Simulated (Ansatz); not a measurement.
# Te₂Mo — quadrupolar parameters

The cell is a computed structure from the Materials Project (it need not be an observed phase), atoms as given; its layers are parted by 13 Å of empty space, so it stands for a thin sheet, not for a bulk crystal.

Space group P-3m1 (No. 164); a = 3.5614, c = 38.9903 Å, γ = 120.00°.

| site | Wyckoff | site symmetry | x | y | z |
| --- | --- | --- | --- | --- | --- |
| Te1 | 2d | 3m. | 0.3333 | 0.6667 | 0.8599 |
| Te2 | 2d | 3m. | 0.3333 | 0.6667 | 0.2364 |
| Te3 | 2d | 3m. | 0.6667 | 0.3333 | 0.6718 |
| Te4 | 2d | 3m. | 0.6667 | 0.3333 | 0.0482 |
| Mo9 | 2d | 3m. | 0.3333 | 0.6667 | 0.7177 |
| Mo10 | 2d | 3m. | 0.3333 | 0.6667 | 0.0941 |

One atom of each set is listed.

Level of theory: DFT, r2SCAN, plane waves and PAW (field gradients read without the response of the frozen cores, which leaves them typically 4 to 6 % off), scalar-relativistic, 500 eV cutoff, Γ-centred 10×10×1 k-points, Fermi–Dirac smearing 0.05 eV (Ansatz 0.2.0).

V_zz is the principal component of the electric field gradient with the largest magnitude, η = (V_xx − V_yy)/V_zz and C_Q = eQV_zz/h.

⁹⁷Mo: I = 5/2, Q = 255.0 mb. Nuclear quadrupole moments: year-2017 set (Pyykkö).

```csv
site,atoms,first shell,V_zz (10²¹ V/m²),η,C_Q (MHz)
Te1,2,3 Mo at 2.73 Å,-18.94,0.00,–
Te2,2,3 Mo at 2.73 Å,-18.87,0.00,–
Te3,2,3 Mo at 2.73 Å,-20.1,0.00,–
Te4,2,3 Mo at 2.73 Å,-18.91,0.00,–
Mo9,2,6 Te at 2.73 Å,-7.51,0.00,-46.3
Mo10,2,6 Te at 2.73 Å,-7.48,0.00,-46.1
```

An axis of threefold or higher order runs through Te1, Te2, Te3, Te4, Mo9 and Mo10, so V_zz lies along it and η is zero.

Te has no stable isotope with a ground-state quadrupole moment in the table, so no C_Q is given.

Without spin–orbit coupling the gradients at and beside Te can be off by some per cent, at some sites by more.
